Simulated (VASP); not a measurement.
Write the native input for VASP 6.6.1 that does the following.

```yaml
Task: single point
Functional: PBEsol
Potentials_or_basis: VASP PAW PBE potentials, release 64 (La, O_h)
Cutoff: 900 eV
k_mesh: 9 × 9 × 4
Occupations: gaussian, width 0.02 eV
Spin: no spin polarisation
Further_INCAR_settings: ALGO = Normal; EDIFF = 1e-06; NBANDS = 28
```

The structure of La2O3 lies in POSCAR:

```
La2O3
1.0
    3.9035800000      0.0000000000      0.0000000000
   -1.9517900000      3.3806000000      0.0000000000
    0.0000000000      0.0000000000      6.0320500000
La O
2 3
Direct
    0.6666700000      0.3333300000      0.7547500000
    0.3333300000      0.6666700000      0.2452500000
    0.6666700000      0.3333300000      0.3539600000
    0.3333300000      0.6666700000      0.6460400000
    0.0000000000      0.0000000000      0.0000000000
```

The cell is a database's computed one.

One way to write it, as run:

INCAR

```
SYSTEM = La2O3
  PREC = Accurate
  ENCUT = 900
  EDIFF = 1E-6
  ISMEAR = 0
  SIGMA = 0.02
  LREAL = .False.
  LASPH = .True.
  NELM = 60
  ALGO = Normal
  ISIF = 2
  LWAVE = .False.
  LCHARG = .False.
  GGA = PS
  NBANDS = 28
```

KPOINTS

```
regular mesh
0
Gamma
  9 9 4
  0 0 0
```

Potentials or basis: VASP PAW PBE potentials, release 64 (La, O_h).

Command:

```sh
$ cat potpaw_PBE.64/La/POTCAR potpaw_PBE.64/O_h/POTCAR > POTCAR
$ mpirun -np 1 vasp_std > vasp.out
```

It gave:

```json
{
  "Pressure": "-0.2 GPa",
  "Largest force": "0.006 eV/Å",
  "Band gap on the k mesh": "3.80 eV, indirect (least direct gap 3.87 eV)"
}
```

Caveat: the cutoff is under 1.25 times the usual one of these potentials, so pressure, stress and relaxed cells hold a basis-set (Pulay) error; the PAW data sets were made with another functional, which shifts forces and pressure a little; spin-orbit coupling is left out, which moves the levels of the heavy elements; an odd mesh through Γ misses points on the zone boundary, where band edges often lie.

Run time: 6.2 min on 1 thread of Intel(R) Xeon(R) 6975P-C (Granite Rapids), on a shared host, peak memory 0.63 GiB.
